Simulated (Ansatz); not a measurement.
# Bands of SnSe

```yaml
crystal:
  lattice:
    - [5.10992, 0.00000, 0.00000]
    - [-2.55496, 4.42532, 0.00000]
    - [0.00000, 0.00000, 6.16464]
  atoms:
    - { symbol: Sn, position: [0.33333, 0.66667, 0.95541] }
    - { symbol: Sn, position: [0.66667, 0.33333, 0.45541] }
    - { symbol: Se, position: [0.33333, 0.66667, 0.42059] }
    - { symbol: Se, position: [0.66667, 0.33333, 0.92059] }
```

Atoms are numbered in the order listed.

The cell was built from the wurtzite type and relaxed in the same program, and has space group P6_3mc; it needn't be a known or the stable phase.

No spin–orbit coupling, which matters for the heavy atoms here.

Level of theory: DFT, PBE, all-electron LAPW, scalar-relativistic in Ansatz 0.2.0.

Settings: a Γ-centred 11×11×6 k mesh, Fermi–Dirac smearing of 0.08 eV, basis error target 1 meV/atom, no spin polarisation.

Points in fractions of the reciprocal vectors of this cell: Γ (0, 0, 0), M (0.5, 0, 0), K (0.333, 0.333, 0), A (0, 0, 0.5), L (0.5, 0, 0.5), H (0.333, 0.333, 0.5). The path joins them by straight lines in the order Γ–M–K–Γ–A–L–H–A–L; legs that retrace an earlier one aren't tabulated. Energies are in eV from the top of the valence band.

Q: Is there a gap, and where are the band edges?

A: 0.73 eV, direct at H (0.333, 0.333, 0.5).

Q: List the levels between -14 and 5.5 eV at the symmetry points.

A: 
Γ: -13.52, -12.56, -6.38, -5.30, -4.62, -3.56 (×2), -2.32 (×2), -2.28, 1.05 (×2), 2.57 (×2), 4.11, 4.59, 5.41
M: -13.05, -12.70, -7.23, -6.85, -4.25, -4.16, -3.37, -2.65, -2.22, -0.83, 2.07, 2.81, 3.08, 3.71, 4.49, 4.74, 4.97, 5.42
K: -12.86 (×2), -7.12 (×2), -4.69, -3.81 (×2), -3.02, -0.60 (×2), 1.89 (×2), 3.00, 3.60, 4.34 (×2), 4.74
A: -13.08 (×2), -6.47 (×2), -2.98 (×4), -1.62 (×2), 1.50 (×4), 1.91 (×2)
L: -12.85 (×2), -7.62 (×2), -3.50 (×2), -2.42 (×2), -0.84 (×2), 0.93 (×2), 2.58 (×2), 3.58 (×2)
H: -12.82 (×2), -7.70 (×2), -3.99 (×2), -1.98 (×2), 0.00 (×2), 0.73 (×2), 1.83 (×2), 3.65 (×2)

Kohn–Sham gaps of semilocal functionals usually fall short of measured ones.
